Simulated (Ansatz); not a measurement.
Runs of Ansatz 0.2.0 on CoO. Symmetry: I4/mmm, No. 139, tetragonal system. Conventional cell: a = 3.016 Å, b = 3.016 Å, c = 4.214 Å, α = 90.00°, β = 90.00°, γ = 90.00°. Around Co (site symmetry 4/mmm) lie 6 O at 2.11 to 2.13 Å. O (site symmetry 4/mmm) has 6 Co at 2.11 to 2.13 Å as nearest neighbours. 

```tsv
fixed moment (μB)	pressure (GPa)	moment (μB)
0.5	-17.0	0.50
4.0	24.6	4.00
1.5	(b)	1.50
2.0	-7.5	2.00
3.0	(a)	3.00
```

Alike in all rows: task single point; level PBE; potentials or basis Ansatz PAW; spin collinear, ferromagnetic start; cell as given; k mesh 10 × 10 × 10; cutoff (eV) 420; smearing fermi-dirac 0.05 eV.

**Question.** Fill in the values left out.

**Answer.** (a) 0.8; (b) -10.9.

Caveats: the total moment is fixed, so each spin has its own Fermi level; a cell with one magnetic atom can't hold antiferromagnetic order, which such compounds often take; the thresholds are loose for stress.
